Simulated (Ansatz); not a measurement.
Runs of Ansatz 0.2.0 on CdS (Greenockite). It takes space group P6_3mc (No. 186, hexagonal). The conventional cell has a = 4.150 Å, b = 4.150 Å, c = 6.737 Å, α = 90.00°, β = 90.00°, γ = 120.00°. Cd (site symmetry 3m) has 4 S at 2.53 to 2.54 Å as nearest neighbours. Around S (site symmetry 3m) lie 4 Cd at 2.53 to 2.54 Å. 

```tsv
task	level	potentials or basis	cell	k mesh	cutoff (eV)	points for each segment of the path	mesh quality	gap on the mesh (eV)	pressure (GPa)	relaxed volume (Å³/atom)	largest force (eV/Å)
single point	PBE	Ansatz PAW	as given	7 × 7 × 4	800	-	not flagged	1.20	2.1	-	0.07
relaxation of cell and atoms	HSEsol	Ansatz PAW	relaxed	4 × 4 × 2	420	-	coarse	(b)	0.0	24.63	-
relaxation of cell and atoms	PBEsol+D3(BJ)	Ansatz PAW	relaxed	7 × 7 × 4	420	-	not flagged	1.15	0.0	24.01	0.01
relaxation of cell and atoms	m-r2SCAN	Ansatz PAW	relaxed	7 × 7 × 4	500	-	not flagged	1.63	0.0	25.40	-
band structure	PBE	Ansatz PAW	as given	7 × 7 × 4	420	14	not flagged	1.20	2.1	-	0.07
band structure	r2SCAN	Ansatz PAW	as given	7 × 7 × 4	500	14	not flagged	1.66	(a)	-	0.07
band structure	PBE	PseudoDojo stringent (PBE files)	as given	7 × 7 × 4	1633	14	not flagged	1.20	2.1	-	0.07
band structure	HSEsol	Ansatz PAW	as given	4 × 4 × 3	420	4	coarse	2.08	-1.2	-	0.06
```

Alike in all rows: no spin polarisation; smearing fermi-dirac 0.05 eV.

Q: Fill in the values left out.

A: (a) 0.7; (b) 2.14.

Caveats: some runs use coarse meshes; the PAW data sets come from PBE, with cores solved anew for the run's functional, which leaves a small shift of forces and pressure (some runs); odd divisions of the mesh miss points on the zone boundary, where band edges often lie, so the gap on the mesh can be too wide (some runs); the plane-wave basis is chosen anew once the cell has moved, so the energies of steps on either side of that aren't comparable (some runs); the thresholds are loose for stress (some runs).

A k mesh can miss the band edges, and the runs leave out spin-orbit coupling on Cd.
